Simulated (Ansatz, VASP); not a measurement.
One calculation of CaF2 (e600), two programs

```
CELL_PARAMETERS angstrom
0.00000 2.71038 2.71038
2.71038 0.00000 2.71038
2.71038 2.71038 0.00000
ATOMIC_POSITIONS crystal
Ca 0.00000 0.00000 0.00000
F 0.25000 0.25000 0.25000
F 0.75000 0.75000 0.75000
```

Alike in both runs: task single point; functional PBEsol; k mesh 8 × 8 × 8; occupations gaussian, width 0.02 eV; no spin polarisation.

|  | VASP | Ansatz |
| --- | --- | --- |
| version | VASP 6.6.1 | Ansatz 0.2.0 |
| potentials or method | VASP PAW PBE potentials, release 64 (Ca_sv, F) | scalar-relativistic, plane waves, PAW |
| plane-wave cutoff (eV) | 520 | 600 |
| valence electrons in the cell | 24 | 24 |

Ansatz gave:

```
gap on the k mesh at the Fermi level (eV) : 7.24
least direct gap on the mesh (eV)         : 7.51
pressure (GPa)                            : 0.0
```

Question: Which values does VASP return?

Answer: gap on the k mesh at the Fermi level (eV): 7.22; least direct gap on the mesh (eV): 7.49; pressure (GPa): 0.3.

Caveats: the PAW data sets were made with another functional, which shifts forces and pressure a little (VASP). A k mesh can miss the band edges. As with any semilocal functional, this PBEsol gap is likely too small.
